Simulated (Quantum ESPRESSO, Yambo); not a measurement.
Planning a run of Yambo 5.3.0 on SiC (P6_3mc). The input:

```
HF_and_locXC
gw0
dyson
ppa
em1d
rim_cut
RandQpts= 1000000
RandGvec= 1 RL
EXXRLvcs= 74 Ry
VXCRLvcs= 296 Ry
Chimod= "HARTREE"
% BndsRnXp
 1 | 206 |
%
NGsBlkXp= 17 Ry
% LongDrXp
 1 | 1 | 1 |
%
% GbndRnge
 1 | 206 |
%
DysSolver= "n"
ExtendOut
PPAPntXp= 27.21138 eV
% QPkrange
 1 | 1 | 7 | 10 |
 19 | 19 | 7 | 10 |
 10 | 10 | 7 | 10 |
%
```

```sh
OMP_NUM_THREADS=1 mpirun -n 4 yambo -F gw12.in -J gw12 -C gw12 > gw12.log
```

The stored states that it reads are on a 6×6×4 mesh. The structure is hexagonal, space group P6_3mc (No. 186). The conventional cell has a = 3.074 Å, b = 3.074 Å, c = 5.045 Å, α = 90.00°, β = 90.00°, γ = 120.00°. Nearest to Si lie 4 C at 1.88 to 1.90 Å. C has 4 Si at 1.88 to 1.90 Å nearest. Farther neighbours are not listed.

Q: Estimate wall time and host memory on 4 MPI ranks of Arm Neoverse V1, shared host.

It took 16 min; on shared hardware allow 8.1 min to 32 min. Peak host memory was 2.5 GiB.

The screening grows as filled bands × empty bands × pairs of k points, times the square of the screening basis for the matrix.

[Paths, hosts, dates, memory and timing lines, banners, echoed tables and standing remarks are left out of the program output.]

[Logs are printed without paths, hosts, clocks, repeated set-up lines and the standing remarks that a program may print on its own settings, such as how far it seeks lower states.]

[Runs of the session that timed out or met a known fault of the program may be left out.]

[Hosts, paths, dates, database ids (printed as entryN), source tags and the programs' standing remarks are cut or masked in the printed files.]
